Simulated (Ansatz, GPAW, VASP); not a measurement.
**PbS: programs and potentials compared**

```
CELL_PARAMETERS angstrom
0.00000 2.96575 2.96575
2.96575 0.00000 2.96575
2.96575 2.96575 0.00000
ATOMIC_POSITIONS crystal
Pb 0.00000 0.00000 0.00000
S 0.50000 0.50000 0.50000
```

Alike in all runs: task single point; functional PBE; k mesh 8 × 8 × 8; occupations gaussian, width 0.016 eV; no spin polarisation; no spin-orbit coupling. Pressure is positive in compression and, in plane waves, holds the error of the finite cutoff, which Ansatz's Pulay term estimates and takes out.

| program and potentials | plane-wave cutoff (eV) | notes | band gap (eV) | pressure (GPa) |
| --- | --- | --- | --- | --- |
| Ansatz, Ansatz PAW | 420 | - | 0.36 | 2.23 |
| VASP, PBE PAW files Pb_d, S, 520 eV | 520 | - | ? | ? |
| GPAW, GPAW PAW data sets (gpaw-data 1.2.1) | 600 | - | 0.31 | 2.00 |

**Question.** Estimate from the other rows what the run with VASP, PBE PAW files Pb_d, S, 520 eV gave.

**Answer.** Band gap 0.36 eV; pressure 2.17 GPa. The other rows, which needn't bracket it: band gap 0.31 to 0.36; pressure 2.00 to 2.23.
